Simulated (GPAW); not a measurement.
A run of GPAW 26.7.0 is set up as follows.

run.py

```python
import numpy as np
from ase import Atoms
from ase.dft.bandgap import bandgap
from ase.io import write
from ase.units import GPa
from gpaw import GPAW, PW, setup_paths
from gpaw.spinorbit import soc_eigenstates

setup_paths.insert(0, '.')

atoms = Atoms(['Ag'],
              cell=[[0.0, 2.04275, 2.04275],
                    [2.04275, 0.0, 2.04275],
                    [2.04275, 2.04275, 0.0]],
              scaled_positions=[[0.0, 0.0, 0.0]],
              pbc=True)

calc = GPAW(mode=PW(600),
            xc='PBEsol',
            kpts={'size': (11, 11, 11), 'gamma': True},
            occupations={'name': 'fermi-dirac', 'width': 0.05},
            nbands=18,
            convergence={'density': 1e-05, 'energy': 1e-05},
            maxiter=150,
            txt='gpaw.txt')
atoms.calc = calc
energy = atoms.get_potential_energy()
forces = atoms.get_forces()
stress = atoms.get_stress()
calc.write('gs.gpw')
write('result.traj', atoms)
print(f'Energy: {energy:.6f} eV')
print('Forces (eV/A):')
print(forces.round(4))
print('Stress (GPa):', (stress / GPa).round(3))
print('Fermi level:', round(calc.get_fermi_level(), 4), 'eV')
print(f'Gap: {bandgap(calc)[0]:.4f} eV, direct: {bandgap(calc, direct=True)[0]:.4f} eV')

path = atoms.cell.bandpath('GXWKGLUWLK,UX', npoints=80, eps=1e-4)
bs_calc = calc.fixed_density(kpts=path, symmetry='off', nbands=26,
                             convergence={'bands': 'CBM+6.0', 'eigenstates': 1e-6}, txt='bands.txt')
bs = bs_calc.band_structure()
bs.write('bs.json')
print(f'Gap on the path: {bandgap(bs_calc)[0]:.4f} eV')

soc = soc_eigenstates(bs_calc, theta=54.7, phi=45)
np.savetxt('soc_bands.dat', soc.eigenvalues(), fmt='%.4f')
mesh = soc_eigenstates('gs.gpw', theta=54.7, phi=45)
np.savetxt('soc_mesh.dat', mesh.eigenvalues(), fmt='%.4f')
print('Fermi level with spin-orbit coupling:', round(mesh.fermi_level, 4), 'eV')
```

Potentials or basis: PAW data sets generated in the run's folder for this functional, pw.

Run with:

```console
$ gpaw-setup -f PBEsol Ag
$ OMP_NUM_THREADS=1 python run.py
```

Estimate the pressure.

-2.9 GPa.

Estimate the band gap along the path.

none (metal or under the smearing width).

Levels at the corners of the path, in eV from the Fermi level:
| point | band 14 | band 15 | band 16 | band 17 | band 18 | band 19 |
| --- | --- | --- | --- | --- | --- | --- |
| Γ | -4.74 | -3.85 | -3.85 | -3.85 | -3.85 | 15.97 |
| X | -3.01 | -2.67 | -2.67 | 1.30 | 1.30 | 6.54 |
| W | -3.86 | -2.87 | -2.87 | 5.55 | 5.55 | 5.88 |
| K | -3.69 | -3.12 | -3.12 | 4.04 | 4.04 | 5.02 |
| Γ | -4.74 | -3.85 | -3.85 | -3.85 | -3.85 | 15.97 |
| L | -3.19 | -2.97 | -2.97 | -0.69 | -0.69 | 3.41 |
| U | -3.69 | -3.12 | -3.12 | 4.04 | 4.04 | 5.02 |
| W | -3.86 | -2.87 | -2.87 | 5.55 | 5.55 | 5.88 |
| L | -3.19 | -2.97 | -2.97 | -0.69 | -0.69 | 3.41 |
| K | -3.69 | -3.12 | -3.12 | 4.04 | 4.04 | 5.02 |
| U | -3.69 | -3.12 | -3.12 | 4.04 | 4.04 | 5.02 |
| X | -3.01 | -2.67 | -2.67 | 1.30 | 1.30 | 6.54 |

Caveat: spin-orbit coupling was added after a scalar SCF, so levels and gaps hold it while energy, forces, pressure and moments don't; this program's spin-orbit splittings come out too wide for heavy elements.
